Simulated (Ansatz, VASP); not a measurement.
# One calculation of B, two programs

File INCAR:

```
  PREC = Accurate
  ENCUT = 520
  EDIFF = 1E-6
  ISMEAR = 0
  SIGMA = 0.15
  LREAL = F
  LASPH = T
  NELM = 60
  ALGO = Normal
  ISIF = 2
  LWAVE = F
  LCHARG = T
  GGA = PE
  IVDW = 12
  LELF = T
  LVHAR = T
  NBANDS = 8
```

Contents of KPOINTS:

```
regular mesh
0
Gamma
  36 36 14
```

File POSCAR:

```
B
1.0
    1.7024335758      0.0000000000      0.0000000000
   -0.8512167879      1.4743507249      0.0000000000
    0.0000000000      0.0000000000      3.6354228500
B
1
Direct
    0.0000000000      0.0000000000      0.0000000000
```

Input for Ansatz:

```yaml
crystal:
  lattice:
    - [1.7024335758, 0.0, 0.0]
    - [-0.8512167879, 1.4743507249, 0.0]
    - [0.0, 0.0, 3.63542285]
  atoms:
    - { symbol: B, position: [0.0, 0.0, 0.0] }
basis:
  ecutwfc: 420
kpoints:
  mp_grid: { grid: [36, 36, 14] }
hamiltonian:
  xc: pbe
  dispersion: d3bj
scf:
  occupations: { method: gaussian, width: 0.15 }
output:
  forces: true
  stress: true
  eigenvalues: true
```

This isn't the form of B at room conditions, which is rhombohedral.

Alike in both runs: task single point; functional PBE; dispersion D3(BJ); k mesh 36 × 36 × 14; occupations gaussian, width 0.15 eV; no spin polarisation.

|  | VASP | Ansatz |
| --- | --- | --- |
| version | VASP 6.6.1 | Ansatz 0.2.0 |
| potentials or method | VASP PAW PBE potentials, release 64 (B) | scalar-relativistic, plane waves, PAW |
| plane-wave cutoff (eV) | 520 | 420 |
| valence electrons in the cell | 3 | 3 |

```csv
,VASP,Ansatz,Ansatz less VASP
gap on the k mesh at the Fermi level (eV),none,none,-
pressure (GPa),0.4,0.4,+0.06
largest component of the traceless stress (GPa),2.51,2.48,-0.031
```

A gap of «none» marks a metal or a gap that the smearing closes. With one functional, cell and mesh, what is left measures potentials, basis and numerics.

Caveats: pairwise dispersion overbinds metals, which lowers pressure and volume.
